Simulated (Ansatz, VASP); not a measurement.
Pd in VASP and in Ansatz

Contents of INCAR:

```
SYSTEM = Pd
PREC     = Accurate       ! precision mode
ENCUT    = 520            ! plane-wave cutoff, eV
EDIFF    = 1E-7           ! SCF threshold, eV
ISMEAR   = -1             ! smearing method
SIGMA    = 0.1            ! smearing width, eV
LREAL    = .FALSE.        ! projectors in reciprocal space
LASPH    = .TRUE.         ! aspherical terms in the spheres
NELM     = 80             ! most SCF steps
ALGO     = Normal         ! electronic algorithm
ISIF     = 2              ! what is computed and relaxed
LWAVE    = .FALSE.        ! write WAVECAR
LCHARG   = .TRUE.         ! write CHGCAR
GGA      = CA             ! functional
LELF     = .TRUE.         ! ELF
LVHAR    = .TRUE.       
NBANDS   = 17             ! bands
```

The input KPOINTS:

```
regular mesh
0
G
  11 11 11
  0 0 0
```

POSCAR

```
Pd
1.0
    0.0000000000      2.8821314932      2.8821314932
    2.8821314932      0.0000000000      2.8821314932
    2.8821314932      2.8821314932      0.0000000000
Pd
2
Direct
    0.1250000000      0.1250000000      0.1250000000
    0.8750000000      0.8750000000      0.8750000000
```

Input for Ansatz:

```yaml
crystal:
  lattice:
    - [0.0, 2.8821314932, 2.8821314932]
    - [2.8821314932, 0.0, 2.8821314932]
    - [2.8821314932, 2.8821314932, 0.0]
  atoms:
    - { symbol: Pd, position: [0.125, 0.125, 0.125] }
    - { symbol: Pd, position: [0.875, 0.875, 0.875] }
hamiltonian:
  xc: lda
  pseudopotentials:
    kind: paw
    azcp:
      Pd: "pseudopotentials/Pd.paw.azcp"
basis:
  ecutwfc: 420
  fft_grid_basis: typed
kpoints:
  mp_grid: { grid: [11, 11, 11], shift: [0, 0, 0] }
magnetization:
  spin_polarized: false
scf:
  occupations: { method: fermi_dirac, width: 0.1 }
  lower_state_search: "off"
output:
  stress: true
```

Alike in both runs: task single point; functional LDA; k mesh 11 × 11 × 11; occupations fermi-dirac, width 0.1 eV; no spin polarisation.

```csv
,VASP,Ansatz
version,VASP 6.6.1,Ansatz 0.2.0
potentials or method,"VASP PAW LDA potentials, release 64 (Pd)","plane waves (420 eV) with PAW, scalar-relativistic"
plane-wave cutoff (eV),520,420
valence electrons in the cell,20,36
```

|  | VASP | Ansatz | Ansatz less VASP |
| --- | --- | --- | --- |
| pressure (GPa) | -6.1 | -6.0 | +0.08 |

The two sets of potentials don't hold the same shells in valence. Ansatz warned: «pseudo_functional_mismatch».
